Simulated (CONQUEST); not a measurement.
# ZnSe (Stilleite) under changes of volume

One of the cells (22.757 Å³/atom); the others are scaled copies at fixed shape and fractional positions:

```
CELL_PARAMETERS angstrom
4.00760 0.00000 0.00000
0.00000 4.00760 0.00000
0.00000 0.00000 5.66760
ATOMIC_POSITIONS crystal
Se 0.00000 0.50000 0.25000
Se 0.50000 0.00000 0.75000
Zn 0.00000 0.00000 0.00000
Zn 0.50000 0.50000 0.50000
```

* Program: CONQUEST 1.3
* Functional: PBEsol
* Potentials or basis: PseudoDojo NC PBEsol, DZP, grid of 40 × 40 × 60 points
* k mesh: 7 × 7 × 5
* Occupations: fermi-dirac, width 0.05 eV
* Spin: no spin polarisation

```tsv
volume (Å³/atom)	energy over the lowest point (meV/atom)	pressure (GPa)	gap on the mesh (eV)
21.391	27.62	5.6	1.71
21.846	?	?	?
22.301	5.58	2.3	1.49
22.757	0.94	1.0	1.39
23.212	0.00	-0.3	1.30
23.667	2.40	-1.4	1.21
24.122	7.76	-2.5	1.13
```

Problem. What does the run at 21.846 Å³/atom give?

Solution. Energy over the lowest point 14.25 meV/atom; pressure 3.8 GPa; gap on the mesh 1.60 eV.

Worked out: A Birch-Murnaghan fit of order 3 (a polynomial in V^(-2/3)) to the other rows has its minimum at 23.11 Å³/atom with B0 = V·E''(V) = 61 GPa and B' = 4.4. It gives 14.31 meV/atom at 21.846 Å³/atom, against the run's 14.25, and -dE/dV = 3.9 GPa, against 3.8. A straight line through the other rows of the gap, of slope -4.83 eV per unit of ln V, gives 1.60 eV, against the run's 1.60.

Energies are extrapolated to zero smearing.

Caveats: an odd mesh through Γ misses points on the zone boundary, where band edges often lie; the basis of atomic orbitals isn't converged, which shifts pressures, moduli and gaps; the real-space grid breaks the cell's symmetry a little (some runs). Spin-orbit coupling on Se is left out.
